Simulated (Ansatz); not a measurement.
A 14-atom cell of CdIn₂O₄ (Fd-3m) from a materials database: a relaxation of cell and atoms in Ansatz 0.2.0 (PBEsol). The starting cell comes from a relaxation with PBE.

```yaml
crystal:
  lattice:
    - [0.0, 4.6578993908, 4.6578993908]
    - [4.6578993908, 0.0, 4.6578993908]
    - [4.6578993908, 4.6578993908, 0.0]
  atoms:
    - { symbol: Cd, position: [0.25, 0.25, 0.25] }
    - { symbol: Cd, position: [0.0, 0.0, 0.0] }
    - { symbol: In, position: [0.125, 0.625, 0.625] }
    - { symbol: In, position: [0.625, 0.625, 0.625] }
    - { symbol: In, position: [0.625, 0.125, 0.625] }
    - { symbol: In, position: [0.625, 0.625, 0.125] }
    - { symbol: O, position: [0.86197058, 0.86197058, 0.86197058] }
    - { symbol: O, position: [0.83591174, 0.38802942, 0.38802942] }
    - { symbol: O, position: [0.38802942, 0.38802942, 0.83591174] }
    - { symbol: O, position: [0.38802942, 0.83591174, 0.38802942] }
    - { symbol: O, position: [0.86197058, 0.86197058, 0.41408826] }
    - { symbol: O, position: [0.86197058, 0.41408826, 0.86197058] }
    - { symbol: O, position: [0.38802942, 0.38802942, 0.38802942] }
    - { symbol: O, position: [0.41408826, 0.86197058, 0.86197058] }
kpoints:
  mp_grid: { grid: [4, 4, 4] }
hamiltonian:
  xc: pbesol
scf:
  occupations: { method: fermi_dirac, width: 0.02 }
relax:
  f_tol: 0.005
  cell: {}
output:
  write_density: true
  write_potential: true
  elf: true
  volumetric_format: npy
```

In the abridged output below, numbers in square brackets stand for lines, or ends of lines, that were taken out.
```
Pseudopotential: Cd, paw, valence charge 20, recommended cutoff 420 eV (normal)
Pseudopotential: In, paw, valence charge 13, recommended cutoff 420 eV (normal)
Pseudopotential: O, paw, valence charge 6, recommended cutoff 420 eV (normal)
Functional definition: PBEsol
Crystal: 14 atoms, lattice volume = 202.116 Å³
Basis set: ecut = 420 eV, 3839 PW (Γ)
Bands: 84, of which v1, the nominal top of the filled ones, is band 70 counted from 1 (69 counted from 0)
Symmetry: 48 space group operations
Space group: Fd-3m (ITA 227)
k-points: 8 of 64
relax step 1: F+E_penalty+E_count = -42956.93741332 eV  max|allowed force component| = 4.832e-2 eV/Å  Δτ_max = 0.0000 Å  P = -5.318 GPa  Ω = 202.116 Å³
--- Relaxed structure (5 steps of the walk, 5 accepted, 2 SCFs on fresh bases) ---
[1]
```

Q: Give the withheld lines. They hold the relaxed structure.

A:
```
[1]
  F+E_penalty+E_count = -42957.07377399 eV   max|allowed force component| = 3.492e-5 eV/Å
  cell:  # Å, volume = 194.0961 Å³
    - [0.000000, 4.595459, 4.595459]
    - [4.595459, 0.000000, 4.595459]
    - [4.595459, 4.595459, 0.000000]
  atoms:
    - { symbol: Cd, position: [0.250000, 0.250000, 0.250000] }
    - { symbol: Cd, position: [0.000000, 0.000000, 0.000000] }
    - { symbol: In, position: [0.125000, 0.625000, 0.625000] }
    - { symbol: In, position: [0.625000, 0.625000, 0.625000] }
    - { symbol: In, position: [0.625000, 0.125000, 0.625000] }
    - { symbol: In, position: [0.625000, 0.625000, 0.125000] }
    - { symbol: O, position: [0.862264, 0.862264, 0.862264] }
    - { symbol: O, position: [0.836791, 0.387736, 0.387736] }
    - { symbol: O, position: [0.387736, 0.387736, 0.836791] }
    - { symbol: O, position: [0.387736, 0.836791, 0.387736] }
    - { symbol: O, position: [0.862264, 0.862264, 0.413209] }
    - { symbol: O, position: [0.862264, 0.413209, 0.862264] }
    - { symbol: O, position: [0.387736, 0.387736, 0.387736] }
    - { symbol: O, position: [0.413209, 0.862264, 0.862264] }
```
The trailing digits, and the zero of the energies, depend on the potentials and thresholds.

In 5 steps the volume changed by -4.0 %; between the first SCF and the last, each on a basis chosen for its cell, the energy fell by 9.7 meV an atom. At the end: it is cubic, Fd-3m (No. 227); a = 9.191 Å in the conventional setting, 13.86 Å³ an atom. Around Cd lie 4 O at 2.19 Å; around In lie 6 O at 2.19 Å; around O lie 3 In at 2.19 Å and 1 Cd at 2.19 Å.

Wall time 9.5 s on 1 × NVIDIA H100 80GB HBM3 with 2 threads of AMD EPYC 7R13 Processor (Zen 3) (shared host), load about 3.8 per core; peak host memory 1.3 GiB.

Calculated for a static, non-magnetic cell.
